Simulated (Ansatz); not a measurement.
The system is Nb.

```
Nb
1.0
    -1.66395    1.66395    1.66395
     1.66395   -1.66395    1.66395
     1.66395    1.66395   -1.66395
Nb
1
Cartesian
  0.0000 0.0000 0.0000
```

```yaml
Program: Ansatz 0.2.0
Task: single point
Functional: PBEsol
Potentials_or_basis: all-electron LAPW, scalar-relativistic
Cutoff: 217 eV (chosen from the basis error)
Basis_error_allowed: 0.001 eV/atom
k_mesh: 11 × 11 × 11
Occupations: fermi-dirac, width 0.05 eV
Spin: no spin polarisation
```

On this cell: pressure -7.8 GPa; band gap on the k mesh none (metal or under the smearing width).

The same run follows on a disturbed copy (cell strained at random at fixed volume):

```xyz
1
Lattice="-1.6548 1.6619 1.6631 1.6119 -1.6698 1.6281 1.7028 1.7178 -1.6710" Properties=species:S:1:pos:R:3 pbc="T T T"
Nb    0.0014    0.0170   -0.0261
```

Question: What changes?

Answer: The energy (extrapolated to zero smearing) moves by +3.3 meV/atom; pressure -7.9 GPa; band gap on the k mesh none (metal or under the smearing width).

Stress tensor (GPa, compression positive):
```
-7.50 -0.63  0.36
-0.63 -9.35  0.20
 0.36  0.20 -6.85
```
